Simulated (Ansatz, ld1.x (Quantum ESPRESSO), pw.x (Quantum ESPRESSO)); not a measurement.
## Zr (Z = 40): does the PAW potential hold in the solid?

ld1.x (Quantum ESPRESSO) 7.5 input, shortened:

```
&input
   title='Zr', zed=40., rel=1, dft='PBE', iswitch=3,
   config='[Kr] 4d2.5 5s1.5 5p0'
 /
 &inputp
   pseudotype=3, lpaw=.true., tm=.true., lloc=-2, rcloc=2.60,
   nlcc=.false.,
   which_augfun='BESSEL', rmatch_augfun=1.55
 /
6
4S  1  0   2.00   0.00  1.55  1.85  0.0
5S  2  0   1.50   0.00  1.55  1.85  0.0
4P  2  1   6.00   0.00  1.80  2.35  0.0
5P  3  1   0.00   0.00  1.80  2.35  0.0
4D  3  2   2.50   0.00  2.35  3.15  0.0
4D  3  2   0.00   0.40  2.35  3.15  0.0
 &test
   configts(1)='4s2 4p6 4d2.5 5s1.5 5p0'
 /
```

Atomic tests: cutoffs needed: 18 Ry and 30 Ry (the cutoffs (Ry, on a coarse ladder) from which the occupation-weighted sum of valence levels, in a spherical-Bessel basis at the reference potential, stays within 10 and 1 mRy of its value at 400 Ry); ghost test: no extra level below or beside the all-electron valence levels (s, p, d, f tested) (spherical-Bessel basis up to 400 Ry, 20 bohr box); configuration tests: test run stopped at test 5 of 7 (negative rho).

Crystal test: bcc Zr in pw.x 7.5, no spin, 13³ k-points, Fermi–Dirac smearing 0.01 Ry, cutoffs 40/320 Ry. The lattice is a test structure that the element need not adopt, and mesh and smearing are coarse.

pw.x input:

```
&control
  calculation='scf', prefix='x', pseudo_dir='./', outdir='./tmp', tstress=.true., disk_io='low'
/
&system
  ibrav=0, nat=1, ntyp=1, ecutwfc=40, ecutrho=320, nbnd=14,
  occupations='smearing', smearing='fd', degauss=0.01
/
&electrons
  conv_thr=1e-09, mixing_beta=0.4, electron_maxstep=70
/
ATOMIC_SPECIES
Zr 1.0 Zr.UPF
CELL_PARAMETERS angstrom
  -1.79344322 1.79344322 1.79344322
  1.79344322 -1.79344322 1.79344322
  1.79344322 1.79344322 -1.79344322
ATOMIC_POSITIONS crystal
Zr 0.0000 0.0000 0.0000
K_POINTS automatic
13 13 13 0 0 0
```

```bash
pw.x < Zr.scf.in > Zr.scf.out
```

**Question.** How does the run end?

**Answer.** It converges; the pressure is 0.42 GPa against -0.34 GPa from all-electron LAPW. The largest radius (3.15 bohr) exceeds half the bond length (2.93 bohr), so the spheres overlap, which is one possible source of error among others. Atomic configuration tests: test run stopped at test 5 of 7 (negative rho). The log shows:

```
     charge density cutoff     =     320.0000  Ry
     scf convergence threshold =      1.0E-09
     Exchange-correlation= SLA  PW   PBX  PBC
     number of k points=    84  Fermi-Dirac smearing, width (Ry)=  0.0100
     iteration #  1     ecut=    40.00 Ry     beta= 0.40
     total energy              =    -307.20208415 Ry
     estimated scf accuracy    <       0.02915509 Ry
     iteration #  2     ecut=    40.00 Ry     beta= 0.40
     total energy              =    -307.20664438 Ry
     estimated scf accuracy    <       0.00493896 Ry
     iteration #  3     ecut=    40.00 Ry     beta= 0.40
     total energy              =    -307.20883691 Ry
     estimated scf accuracy    <       0.00134119 Ry
     iteration #  4     ecut=    40.00 Ry     beta= 0.40
     total energy              =    -307.20898517 Ry
     estimated scf accuracy    <       0.00002302 Ry
     [... 11 iterations left out ...]
     iteration # 16     ecut=    40.00 Ry     beta= 0.40
     total energy              =    -307.20897696 Ry
     estimated scf accuracy    <       0.00000010 Ry
     iteration # 17     ecut=    40.00 Ry     beta= 0.40
     total energy              =    -307.20897697 Ry
     estimated scf accuracy    <       0.00000001 Ry
     iteration # 18     ecut=    40.00 Ry     beta= 0.40
     total energy              =    -307.20897697 Ry
     estimated scf accuracy    <          5.1E-09 Ry
     iteration # 19     ecut=    40.00 Ry     beta= 0.40
     the Fermi energy is    12.9725 ev
!    total energy              =    -307.20897697 Ry
     estimated scf accuracy    <          3.8E-10 Ry
     smearing contrib. (-TS)   =      -0.00839912 Ry
     The total energy is F=E-TS. E is the sum of the following terms:
     one-electron contribution =     -14.60393533 Ry
     hartree contribution      =      19.14546409 Ry
     xc contribution           =     -12.57627188 Ry
     ewald contribution        =     -77.31360309 Ry
     one-center paw contrib.   =    -221.85223165 Ry
     convergence has been achieved in  19 iterations
          total   stress  (Ry/bohr**3)                   (kbar)     P=        4.24
```
